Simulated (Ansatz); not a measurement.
## CdS, one cell by several methods

```yaml
crystal:
  lattice:
    - [0.00000, 3.00181, 2.94295]
    - [3.00181, 0.00000, 2.94295]
    - [3.00181, 3.00181, 0.00000]
  atoms:
    - { symbol: Cd, position: [0.00000, 0.00000, 0.00000] }
    - { symbol: S, position: [0.75000, 0.75000, 0.75000] }
```

Atom numbers follow the list: Cd1, S2.

The cell is the one relaxed in the Materials Project (mp-2469), not relaxed further here; entries there can be hypothetical. The listed cell was then made from it by scaling, straining or moving an atom.

Methods: DFT, PBEsol, PAW with Ansatz's default frozen-core files, scalar-relativistic (Ansatz 0.2.0); DFT, PBEsol, all-electron LAPW, scalar-relativistic (Ansatz 0.2.0).

For PAW: a Γ-centred 7×7×7 k mesh, Fermi–Dirac smearing of 0.02 eV, cutoff 420 eV, no spin polarisation; the PAW files were made with PBE, and the program remakes their frozen cores for this functional. LAPW targets a basis error of 0.5 meV/atom. The Ansatz runs share mesh, smearing and spin set-up. Plane-wave (PAW) pressures include the program's estimate of the Pulay term.

Stress and pressure are positive in compression.

The change that made this cell: equal xx and yy strain of +2 %.

PAW results:

```
       quantity    PAW
 pressure (GPa)  -3.72
stress xx (GPa)  -3.87
stress zz (GPa)  -3.42
  band gap (eV)  0.827
```

(1) What does all-electron LAPW give for the same quantities?

## Answers

(1) 
```
       quantity   LAPW
 pressure (GPa)  -3.70
stress xx (GPa)  -3.85
stress zz (GPa)  -3.40
  band gap (eV)  0.828
```
